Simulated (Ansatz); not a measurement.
## FeS2: Quadrupolar parameters

The cell is a structure deposited in the COD whose atoms were relaxed with PBE, the cell held.

Space group Pnnm (No. 58); a = 4.4400, b = 5.3900, c = 3.3700 Å.

| site | Wyckoff | site symmetry | x | y | z |
| --- | --- | --- | --- | --- | --- |
| Fe | 2a | ..2/m | 0.0000 | 0.0000 | 0.0000 |
| S | 4g | ..m | 0.2058 | 0.3753 | 0.0000 |

One atom of each set is listed.

The numbers come from a DFT calculation in Ansatz (LDA, plane waves and PAW, scalar-relativistic, collinear spin, 420 eV cutoff, Γ-centred 10×8×13 k-points, Fermi–Dirac smearing 0.05 eV). Start moments as typed (μB): 3 on each Fe, none on the rest.

C_Q = eQV_zz/h, which is 24.18 MHz for Q = 1 b and V_zz = 10²¹ V/m²; η = (V_xx − V_yy)/V_zz.

S-33: I = 3/2, Q = -69.40 mb. Nuclear quadrupole moments: year-2017 set (Pyykkö).

(1) Give the quadrupolar parameters of the distinct sites.

## Answers

(1) 

```
site  atoms                         first shell  V_zz (10²¹ V/m²)     η  C_Q (MHz)
  Fe      2                  6 S at 2.22–2.24 Å             -3.08  0.75          –
   S      4  3 Fe at 2.22–2.24 Å, 1 S at 2.27 Å             13.10  0.27      -22.0
```

The structure holds S–S bonds (2.27 Å). At S V_zz points along its one bond to S (within 1°).

Fe has no stable isotope with a ground-state quadrupole moment in the table, so no C_Q is given.

At this cell the LDA pressure is -9 GPa, so with LDA the cell would shrink if it were relaxed. The start moments die out, and the run ends without spin.

The run took 19 s of wall time (72 s of CPU time) and 1.1 GiB at its peak, on 4 threads of Intel Xeon Platinum 8488C (Sapphire Rapids) (x86_64; 16 cores open to the job, memory cap 8.0 GiB, no GPU), a shared host with a load of 0.3 a core.
